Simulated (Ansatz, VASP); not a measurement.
# Two plane-wave programs on Si

```xyz
1
Lattice="2.6737 0.0000 0.0000 -1.3369 2.3155 0.0000 0.0000 0.0000 2.3472" Properties=species:S:1:pos:R:3 pbc="T T T"
Si    0.0000    0.0000    0.0000
```

Change from the starting cell: strain +0.025 along x and y, -0.050 along z, atoms carried along.

Alike in both runs: task single point; functional LDA; k mesh 24 × 24 × 24; occupations gaussian, width 0.15 eV; no spin polarisation.

```csv
,VASP,Ansatz
version,VASP 6.6.1,Ansatz 0.2.0
potentials or method,"VASP PAW LDA potentials, release 64 (Si)","scalar-relativistic, plane waves, PAW"
plane-wave cutoff (eV),520,420
valence electrons in the cell,4,4
```

Ansatz gave:

```
gap on the k mesh at the Fermi level (eV)       : none
pressure (GPa)                                  : 1.9
largest component of the traceless stress (GPa) : 11.35
```

Estimate VASP's values.

gap on the k mesh at the Fermi level (eV): none; pressure (GPa): 2.0; largest component of the traceless stress (GPa): 11.38.

A gap of «none» marks a metal or a gap that the smearing closes.
